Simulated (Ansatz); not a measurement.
# Thickness series of a NiSi2/AlP/CoSi2 junction, part 4 of 6

Wanted: T(E), the conductance and its decay constant for NiSi2/AlP/CoSi2. The lower electrode is NiSi2 fluorite(111) turned by 180 degrees (type B), the upper one CoSi2 fluorite(111) turned by 180 degrees (type B); the barrier is AlP zinc blende(111) (whole bilayers). In the first transport cell, after relaxation, the nearest pair of electrode and barrier is Si–P at 2.30 Å, along the normal, at the lower face and Si–Al at 2.54 Å, along the normal, at the upper one. All share a net of side 3.896 Å, which strains the lower electrode by +1.5 %, the upper one by +2.8 % and the barrier by +0.0 %, against typed lattice constants near PBE's. The first steps treat the bulk electrodes alone.

Ansatz 0.2.0; PBE DFT, plane waves, PAW files (the session's first sound run).

So far, transmission at the Fermi level (a spin, zone mean): step 5 (the open system: T(E)) 0.00745. Also channels of the lower lead: step 5 1.03.

**6. Conductance, atomic planes in the barrier 4, gap between the electrodes 8.81 Å**

Level of this step: PBE DFT, plane waves, PAW files; ballistic transmission by layer matching between semi-infinite leads (Ansatz).

System of this step: NiSi2/AlP/CoSi2. The cell holds 55 atoms: 34 Si, 8 Ni, 2 P, 2 Al and 9 Co. Cell: a = 3.896 Å, b = 3.896 Å, c = 72.846 Å, α = 90.0°, β = 90.0°, γ = 120.0°. Regions: left electrode, 25 atoms (17 Si and 8 Ni); barrier, 4 atoms (2 P and 2 Al); right electrode, 26 atoms (17 Si and 9 Co). Vacuum lies along c.

The conductance needs T(E) within ten thermal energies of the Fermi level, on steps under 1.5 kT, and a finer mesh (24×24), since the current can rest on few wavevectors.

input.yaml

```yaml
crystal:
  lattice:
    - [3.896, 0.0, 0.0]
    - [-1.948, 3.3740349731, 0.0]
    - [0.0, 0.0, 72.8462720998]
  atoms:
    - { symbol: Si, position: [0.0, 0.0, 0.096092769] }
    - { symbol: Si, position: [0.33333333, 0.66666667, 0.1178213903] }
    - { symbol: Ni, position: [0.0, 0.0, 0.1284291678] }
    - { symbol: Si, position: [0.66666667, 0.33333333, 0.1390369454] }
    - { symbol: Si, position: [0.0, 0.0, 0.1607655667] }
    - { symbol: Ni, position: [0.66666667, 0.33333333, 0.1713733442] }
    - { symbol: Si, position: [0.33333333, 0.66666667, 0.1819811217] }
    - { symbol: Si, position: [0.66666667, 0.33333333, 0.203709743] }
    - { symbol: Ni, position: [0.33333333, 0.66666667, 0.2143175205] }
    - { symbol: Si, position: [0.0, 0.0, 0.224925298] }
    - { symbol: Si, position: [0.33333333, 0.66666667, 0.2466539193] }
    - { symbol: Ni, position: [0.0, 0.0, 0.2572616968] }
    - { symbol: Si, position: [0.66666667, 0.33333333, 0.2678694743] }
    - { symbol: Si, position: [0.0, 0.0, 0.2895980956] }
    - { symbol: Ni, position: [0.66666667, 0.33333333, 0.3002058731] }
    - { symbol: Si, position: [0.33333333, 0.66666667, 0.3108136506] }
    - { symbol: Si, position: [0.66666667, 0.33333333, 0.3325422719] }
    - { symbol: Ni, position: [0.33333333, 0.66666667, 0.3431500494] }
    - { symbol: Si, position: [0.0, 0.0, 0.3537578269] }
    - { symbol: Si, position: [0.33333333, 0.66666667, 0.3754864483] }
    - { symbol: Ni, position: [0.0, 0.0, 0.3860942258] }
    - { symbol: Si, position: [0.66666667, 0.33333333, 0.3967020033] }
    - { symbol: Si, position: [0.0, 0.0, 0.4184306246] }
    - { symbol: Ni, position: [0.66666667, 0.33333333, 0.4290384021] }
    - { symbol: Si, position: [0.33333333, 0.66666667, 0.4408725732] }
    - { symbol: P, position: [0.33333333, 0.66666667, 0.4724914286] }
    - { symbol: Al, position: [0.66666667, 0.33333333, 0.4832507936] }
    - { symbol: P, position: [0.66666667, 0.33333333, 0.5159799795] }
    - { symbol: Al, position: [0.0, 0.0, 0.5269459397] }
    - { symbol: Si, position: [0.0, 0.0, 0.5618096243] }
    - { symbol: Co, position: [0.66666667, 0.33333333, 0.5700131904] }
    - { symbol: Si, position: [0.33333333, 0.66666667, 0.5799220735] }
    - { symbol: Si, position: [0.66666667, 0.33333333, 0.6018410624] }
    - { symbol: Co, position: [0.33333333, 0.66666667, 0.6117499455] }
    - { symbol: Si, position: [0.0, 0.0, 0.6216588286] }
    - { symbol: Si, position: [0.33333333, 0.66666667, 0.6435778175] }
    - { symbol: Co, position: [0.0, 0.0, 0.6534867006] }
    - { symbol: Si, position: [0.66666667, 0.33333333, 0.6633955836] }
    - { symbol: Si, position: [0.0, 0.0, 0.6853145726] }
    - { symbol: Co, position: [0.66666667, 0.33333333, 0.6952234556] }
    - { symbol: Si, position: [0.33333333, 0.66666667, 0.7051323387] }
    - { symbol: Si, position: [0.66666667, 0.33333333, 0.7270513276] }
    - { symbol: Co, position: [0.33333333, 0.66666667, 0.7369602107] }
    - { symbol: Si, position: [0.0, 0.0, 0.7468690938] }
    - { symbol: Si, position: [0.33333333, 0.66666667, 0.7687880827] }
    - { symbol: Co, position: [0.0, 0.0, 0.7786969658] }
    - { symbol: Si, position: [0.66666667, 0.33333333, 0.7886058488] }
    - { symbol: Si, position: [0.0, 0.0, 0.8105248378] }
    - { symbol: Co, position: [0.66666667, 0.33333333, 0.8204337208] }
    - { symbol: Si, position: [0.33333333, 0.66666667, 0.8303426039] }
    - { symbol: Si, position: [0.66666667, 0.33333333, 0.8522615928] }
    - { symbol: Co, position: [0.33333333, 0.66666667, 0.8621704759] }
    - { symbol: Si, position: [0.0, 0.0, 0.872079359] }
    - { symbol: Si, position: [0.33333333, 0.66666667, 0.8939983479] }
    - { symbol: Co, position: [0.0, 0.0, 0.903907231] }
kpoints:
  mp_grid: { grid: [8, 8, 1] }
scf:
  occupations: { method: fermi_dirac, width: 0.1 }
  max_iter: 150
hamiltonian:
  xc: pbe
output:
  transmission:
    kmesh: [24, 24]
    e_range: [-0.26, 0.27]
    de: 0.0375
    leads: [[10, 13], [41, 44]]
```

Command:

```
> ansatz run input.yaml --threads 8 --pin off --max-ram 24576MiB --backend cpu --events-out ev --progress --plain --runs-dir out
```

Numbers of over 12 decimals in the logs are rounded to 6 here.

Log:

```text
[...]
Crystal: 55 atoms, lattice volume = 957.582 Å³
Basis set: ecut = 420 eV, 18963 PW (Γ)
Bands: 280, of which v1, the nominal top of the filled ones, is band 225 counted from 1 (224 counted from 0)
Symmetry: 6 space group operations
[...]
k-points: 10 of 64 (time reversal used)
[...]
SCF iter   1: F=—  HF=-117075.265028 eV  |F-HF|=—  |Δ(HF+E_count)|=         —  Δρ=9.90e-3  dr2=1.52e1  ethr=1.77e-3  ⟨swp⟩=9.0  Hψ=14730  notcnv=0  defer=112
[...]
SCF iter  13: F=-117075.098837 eV  HF=-117075.098837 eV  |F-HF|=8.41e-9  |Δ(HF+E_count)|=   1.60e-7  Δρ=2.25e-6  dr2=5.86e-8  ethr=2.23e-11  ⟨swp⟩=17.2  Hψ=12906  notcnv=0
SCF 1 converged in 13 iterations: F = -117075.098837 eV  dr2 = 5.86e-8
[...]
transmission: 320 of 3172 steps passed
transmission: 640 of 3172 steps passed
[...]
transmission: 3172 of 3172 steps passed
SCF converged after 13 iterations
Free energy (F): -117075.098837 eV
[...]
Internal energy: -117074.470878 eV  (E = F + TS)
E sigma→0 (E₀):  -117074.784857 eV
Entropy (-TS):   -0.627959 eV (-11.417 meV/atom)
Fermi energy:    8.524479 eV
[...]
--- Band table (eV; the first three rows and the last of 10) ---
  k-point 0: bands = [... 221 lower, 9.6991, 9.6991, 9.8292, 9.8366, 9.8366, 9.9311, 10.0725, 10.0863, ... 51 higher]
  k-point 1: bands = [... 221 lower, 9.2998, 9.3057, 9.3387, 9.4299, 9.4758, 9.4931, 9.7218, 9.7657, ... 51 higher]
  k-point 2: bands = [... 221 lower, 8.5265, 8.5422, 8.6034, 8.6892, 8.8604, 8.9070, 8.9373, 9.1502, ... 51 higher]
  k-point 9: bands = [... 221 lower, 7.8441, 7.9453, 8.0190, 8.0231, 8.0956, 8.0966, 8.1206, 8.1289, ... 51 higher]
--- Transmission ---
  basis      : 121 plane waves across, 52 finite elements along
  points     : 61, standing for a mesh of 24 x 24
  filling    : by the input's occupations and mesh, since the crystals that have channels conduct as metals do. If one of these is a semiconductor, that mesh has misplaced its level
[...]
filled         : 16.6 meV under the level at which it is neutral
    channels       : 1.008681e0 a spin
    conductance    : 6.0525e14 S/m² at 300 K; may be off by some 0.0 % by where its bands' edges are placed, 6.0 % from the k-mesh, 0.7 % from the distance to neutral
    slowest decay  : 0.0454 /Å at (0.4167, 0.1667)
[...]
filled         : 11.7 meV over the level at which it is neutral
    channels       : 1.338542e0 a spin
[...]
slowest decay  : 0.0319 /Å at (0.4583, 0.0000)
  junction   : crystal 0 to crystal 1, 20.30 to 52.16 Å
    transmission   : 3.225576e-2 a spin
    conductance    : 2.0623e13 S/m² at 300 K (1.7560e13 on every other point, 2.0403e13 on every other energy)
    error estimate : 1.1 % from the energy spacing and 0.0 % from band edges of the leads and from resonances (wavevectors taken as independent; lower de), 15.6 % from the k-mesh, 11.7 % from the steps of its leads' Hamiltonians or their offsets (lay more layers), 0.8 % from the distance to neutral
    resistance     : 4.7033e-2 Ω µm² beyond half of each lead's own
```

It took 4.9 min on 8 threads of Arm Neoverse V1, shared host; peak memory 9.4 GiB.

Numbers from this step:

| Property | Result |
| --- | --- |
| free energy | -117075.0988 eV |
| Fermi energy | 8.524 eV |
| transmission at the Fermi level (a spin, zone mean) | 0.03226 |
| channels of the lower lead | 1.009 |
| channels of the upper lead | 1.339 |
| ballistic conductance of the lower lead | 6.05e14 S/m² |
| potential step in the upper lead | 6.6 meV |
| ballistic conductance of the upper lead | 7.92e14 S/m² |
| junction conductance | 2.06e13 S/m² |
| error estimates by source, in the log's order | 1.1, 0, 15.6, 11.7, 0.8 % |
| resistance-area product beyond the leads | 0.04703 Ω um² |

One spin. Transmission, zone mean against energy, zero at the Fermi level:

```csv
energy (eV),"transmission, zone mean"
-0.260,0.0335
-0.223,0.0390
-0.185,0.0428
-0.147,0.0367
-0.110,0.0379
-0.072,0.0347
-0.035,0.0376
0.003,0.0323
0.040,0.0334
0.077,0.0335
0.115,0.0376
0.152,0.0366
0.190,0.0328
0.228,0.0313
0.265,0.0311
```

One spin. Open channels, zone mean against energy, zero at the Fermi level:

```csv
energy (eV),lower lead,upper lead
-0.260,0.873,1.60
-0.223,0.925,1.58
-0.185,0.977,1.51
-0.147,0.977,1.48
-0.110,0.988,1.44
-0.072,1.01,1.41
-0.035,1.03,1.41
0.003,1.01,1.34
0.040,1.04,1.30
0.077,1.10,1.28
0.115,1.09,1.26
0.152,1.12,1.26
0.190,1.16,1.21
0.228,1.19,1.17
0.265,1.21,1.15
```

Transmission over k1 and k2. At 0.0025 eV from the Fermi level.

Ten even steps from '_' (0.000) to '@' (0.167):
```
________________________________________________
____......__________......______________________
____......::==****==::......____________________
____....::--==::..::==--::....__________________
______::------::::::::------::__________________
______====--....::..::....--====________________
______**::::..%%%%....%%%%..::::**______________
______**..::::%%@@**__**@@%%::::..**____________
______==::::....****####****....::::==__________
____..::==::::..__##++**++##__..::::==::..______
____....----..%%**##**....**##**%%..----....____
____....::--..%%@@**++..__..++**@@%%..--::....__
______....----..%%**##**....**##**%%..----....__
________..::==::::..__##++**++##__..::::==::..__
____________==::::....****####****....::::==____
______________**..::::%%@@**__**@@%%::::..**____
________________**::::..%%%%....%%%%..::::**____
__________________====--....::..::....--====____
____________________::------::::::::------::____
____________________....::--==::..::==--::....__
______________________......::==****==::......__
________________________......__________......__
________________________________________________
________________________________________________
```
Columns: k1 (b1) from -0.5 to 0.458; rows upwards: k2 (b2) from -0.5 to 0.458.

G = 2.1e13 S/m² (1/G = 0.0485 Ω µm²). The largest error estimate is 16 %, from the mesh across the current. In the worse lead the potential repeats within 14 meV, which the program lets pass, though it still puts 12 % of error on the junction's conductance through them. By hand, Landauer's formula with T at one energy: G = (e²/h) ΣT / A = 3.874e-5 S × 0.0645 / 13.15 Å² = 1.9e13 S/m², with T summed over both spins. The printed value averages T over the Fermi window and is 1.1 times this.

**7. Conductance, 57 atoms**

System of this step: NiSi2/AlP/CoSi2. The cell holds 57 atoms: 34 Si, 8 Ni, 3 P, 3 Al and 9 Co. Its edges and angles: a = 3.896 Å, b = 3.896 Å, c = 76.029 Å, α = 90.0°, β = 90.0°, γ = 120.0°. Regions: left electrode, 25 atoms (17 Si and 8 Ni); barrier, 6 atoms (3 P and 3 Al); right electrode, 26 atoms (17 Si and 9 Co). Vacuum lies along c.

Barrier layers are added or taken out in the middle, and the relaxed faces stay.

input.yaml

```yaml
crystal:
  lattice:
    - [3.896, 0.0, 0.0]
    - [-1.948, 3.3740349731, 0.0]
    - [0.0, 0.0, 76.0290200022]
  atoms:
    - { symbol: Si, position: [0.0, 0.0, 0.0920701069] }
    - { symbol: Si, position: [0.33333333, 0.66666667, 0.1128891187] }
    - { symbol: Ni, position: [0.0, 0.0, 0.1230528304] }
    - { symbol: Si, position: [0.66666667, 0.33333333, 0.1332165422] }
    - { symbol: Si, position: [0.0, 0.0, 0.154035554] }
    - { symbol: Ni, position: [0.66666667, 0.33333333, 0.1641992657] }
    - { symbol: Si, position: [0.33333333, 0.66666667, 0.1743629775] }
    - { symbol: Si, position: [0.66666667, 0.33333333, 0.1951819893] }
    - { symbol: Ni, position: [0.33333333, 0.66666667, 0.2053457011] }
    - { symbol: Si, position: [0.0, 0.0, 0.2155094128] }
    - { symbol: Si, position: [0.33333333, 0.66666667, 0.2363284246] }
    - { symbol: Ni, position: [0.0, 0.0, 0.2464921364] }
    - { symbol: Si, position: [0.66666667, 0.33333333, 0.2566558482] }
    - { symbol: Si, position: [0.0, 0.0, 0.2774748599] }
    - { symbol: Ni, position: [0.66666667, 0.33333333, 0.2876385717] }
    - { symbol: Si, position: [0.33333333, 0.66666667, 0.2978022835] }
    - { symbol: Si, position: [0.66666667, 0.33333333, 0.3186212952] }
    - { symbol: Ni, position: [0.33333333, 0.66666667, 0.328785007] }
    - { symbol: Si, position: [0.0, 0.0, 0.3389487188] }
    - { symbol: Si, position: [0.33333333, 0.66666667, 0.3597677305] }
    - { symbol: Ni, position: [0.0, 0.0, 0.3699314423] }
    - { symbol: Si, position: [0.66666667, 0.33333333, 0.3800951541] }
    - { symbol: Si, position: [0.0, 0.0, 0.4009141658] }
    - { symbol: Ni, position: [0.66666667, 0.33333333, 0.4110778776] }
    - { symbol: Si, position: [0.33333333, 0.66666667, 0.4224166434] }
    - { symbol: P, position: [0.33333333, 0.66666667, 0.4527118615] }
    - { symbol: Al, position: [0.66666667, 0.33333333, 0.463020815] }
    - { symbol: P, position: [0.66666667, 0.33333333, 0.4943798827] }
    - { symbol: Al, position: [0.0, 0.0, 0.5048059794] }
    - { symbol: P, position: [0.0, 0.0, 0.5362421598] }
    - { symbol: Al, position: [0.33333333, 0.66666667, 0.5467490598] }
    - { symbol: Si, position: [0.33333333, 0.66666667, 0.5801532712] }
    - { symbol: Co, position: [0.0, 0.0, 0.5880134174] }
    - { symbol: Si, position: [0.66666667, 0.33333333, 0.5975074921] }
    - { symbol: Si, position: [0.0, 0.0, 0.6185089022] }
    - { symbol: Co, position: [0.66666667, 0.33333333, 0.6280029769] }
    - { symbol: Si, position: [0.33333333, 0.66666667, 0.6374970515] }
    - { symbol: Si, position: [0.66666667, 0.33333333, 0.6584984617] }
    - { symbol: Co, position: [0.33333333, 0.66666667, 0.6679925363] }
    - { symbol: Si, position: [0.0, 0.0, 0.677486611] }
    - { symbol: Si, position: [0.33333333, 0.66666667, 0.6984880211] }
    - { symbol: Co, position: [0.0, 0.0, 0.7079820958] }
    - { symbol: Si, position: [0.66666667, 0.33333333, 0.7174761704] }
    - { symbol: Si, position: [0.0, 0.0, 0.7384775806] }
    - { symbol: Co, position: [0.66666667, 0.33333333, 0.7479716552] }
    - { symbol: Si, position: [0.33333333, 0.66666667, 0.7574657299] }
    - { symbol: Si, position: [0.66666667, 0.33333333, 0.77846714] }
    - { symbol: Co, position: [0.33333333, 0.66666667, 0.7879612147] }
    - { symbol: Si, position: [0.0, 0.0, 0.7974552894] }
    - { symbol: Si, position: [0.33333333, 0.66666667, 0.8184566995] }
    - { symbol: Co, position: [0.0, 0.0, 0.8279507742] }
    - { symbol: Si, position: [0.66666667, 0.33333333, 0.8374448488] }
    - { symbol: Si, position: [0.0, 0.0, 0.858446259] }
    - { symbol: Co, position: [0.66666667, 0.33333333, 0.8679403336] }
    - { symbol: Si, position: [0.33333333, 0.66666667, 0.8774344083] }
    - { symbol: Si, position: [0.66666667, 0.33333333, 0.8984358184] }
    - { symbol: Co, position: [0.33333333, 0.66666667, 0.9079298931] }
kpoints:
  mp_grid: { grid: [8, 8, 1] }
scf:
  occupations: { method: fermi_dirac, width: 0.1 }
  max_iter: 150
hamiltonian:
  xc: pbe
output:
  transmission:
    kmesh: [24, 24]
    e_range: [-0.26, 0.27]
    de: 0.0375
    leads: [[10, 13], [43, 46]]
```

Log:

```text
[...]
Crystal: 57 atoms, lattice volume = 999.420 Å³
Basis set: ecut = 420 eV, 19791 PW (Γ)
Bands: 286, of which v1, the nominal top of the filled ones, is band 229 counted from 1 (228 counted from 0)
Symmetry: 6 space group operations
[...]
k-points: 10 of 64 (time reversal used)
[...]
SCF iter   1: F=—  HF=-118369.699489 eV  |F-HF|=—  |Δ(HF+E_count)|=         —  Δρ=9.60e-3  dr2=1.79e1  ethr=1.77e-3  ⟨swp⟩=8.6  Hψ=14557  notcnv=0  defer=112
[...]
SCF iter  13: F=-118369.529518 eV  HF=-118369.529518 eV  |F-HF|=3.45e-8  |Δ(HF+E_count)|=   2.95e-9  Δρ=2.21e-6  dr2=4.24e-8  ethr=2.19e-11  ⟨swp⟩=2.6  Hψ=5416  notcnv=0
SCF 1 converged in 13 iterations: F = -118369.529518 eV  dr2 = 4.24e-8
[...]
transmission: 344 of 3416 steps passed
transmission: 688 of 3416 steps passed
[...]
transmission: 3416 of 3416 steps passed
SCF converged after 13 iterations
Free energy (F): -118369.529518 eV
[...]
Internal energy: -118368.899868 eV  (E = F + TS)
E sigma→0 (E₀):  -118369.214693 eV
Entropy (-TS):   -0.629650 eV (-11.046 meV/atom)
Fermi energy:    8.408542 eV
[...]
--- Band table (eV; the first three rows and the last of 10) ---
  k-point 0: bands = [... 225 lower, 9.5832, 9.5832, 9.7031, 9.7216, 9.7216, 9.8133, 9.9533, 9.9703, ... 53 higher]
  k-point 1: bands = [... 225 lower, 9.1794, 9.1896, 9.2237, 9.3136, 9.3615, 9.3745, 9.6162, 9.6403, ... 53 higher]
  k-point 2: bands = [... 225 lower, 8.4083, 8.4276, 8.4865, 8.5725, 8.7453, 8.7932, 8.8215, 9.0348, ... 53 higher]
  k-point 9: bands = [... 225 lower, 7.7275, 7.8338, 7.9031, 7.9109, 7.9800, 7.9822, 8.0052, 8.0170, ... 53 higher]
--- Transmission ---
  basis      : 121 plane waves across, 56 finite elements along
  points     : 61, standing for a mesh of 24 x 24
[...]
filled         : 16.6 meV under the level at which it is neutral
    channels       : 1.008681e0 a spin
[...]
slowest decay  : 0.0454 /Å at (0.4167, 0.1667)
[...]
filled         : 11.5 meV over the level at which it is neutral
    channels       : 1.338542e0 a spin
[...]
slowest decay  : 0.0313 /Å at (0.4583, 0.0000)
  junction   : crystal 0 to crystal 1, 20.30 to 55.35 Å
    transmission   : 7.257384e-3 a spin
[...]
resistance     : 2.1810e-1 Ω µm² beyond half of each lead's own
```

The job ended after 5.1 min (8 threads; peak memory 9.8 GiB).

This step gave:

| Property | Result |
| --- | --- |
| free energy | -118369.5295 eV |
| Fermi energy | 8.409 eV |
| transmission at the Fermi level (a spin, zone mean) | 0.007257 |
| potential step in the upper lead | 6.7 meV |
| junction conductance | 4.55e12 S/m² |
| error estimates by source, in the log's order | 0.3, 0, 9.4, 9.9, 0.9 % |
| resistance-area product beyond the leads | 0.2181 Ω um² |

One spin. Transmission, zone mean against energy, zero at the Fermi level:

```csv
energy (eV),"transmission, zone mean"
-0.260,0.00909
-0.223,0.0100
-0.185,0.0111
-0.147,0.00972
-0.110,0.00931
-0.072,0.00806
-0.035,0.00796
0.003,0.00726
0.040,0.00728
0.077,0.00808
0.115,0.00906
0.152,0.00871
0.190,0.00765
0.228,0.00725
0.265,0.00724
```

One spin. Open channels, zone mean against energy, zero at the Fermi level:

(Unchanged from step 6.)

Transmission over k1 and k2. At 0.0025 eV from the Fermi level.

Ten even steps from '0' (0.00 × 1e-2) to '9' (3.74 × 1e-2):
```
001100000011000000000000
012210000012210000000000
012211100111221000000000
001112500052111000000000
000124620026421000000000
000156512021565100000000
000002177007712000000000
000000279606972000000000
000100006799760000100000
011152200968690022511100
012126176981189671621210
002214579761016797541220
001212617698118967162121
000111522009686900225111
000000100006799760000100
000000000027960697200000
000000000021770077120000
000000000156512021565100
000000000012462002642100
000000000011125000521110
000000000012211100111221
000000000001221000001221
000000000000011000000110
000000000000000000000000
```
Columns: k1 (b1) from -0.5 to 0.458; rows upwards: k2 (b2) from -0.5 to 0.458.

G = 4.6e12 S/m² (1/G = 0.220 Ω µm²), 0.22 times the step before of this kind. The largest error estimate is 9.9 %, from the leads' potential steps. In the worse lead the potential repeats within 14 meV, which the program lets pass, though it still puts 9.9 % of error on the junction's conductance through them.

(Continued in part 5 of 6.)

[Logs are printed without paths, hosts, clocks, repeated set-up lines and the standing remarks that a program may print on its own settings, such as how far it seeks lower states.]

[Hosts, paths, dates, database ids (printed as entryN), source tags and the programs' standing remarks are cut or masked in the printed files.]
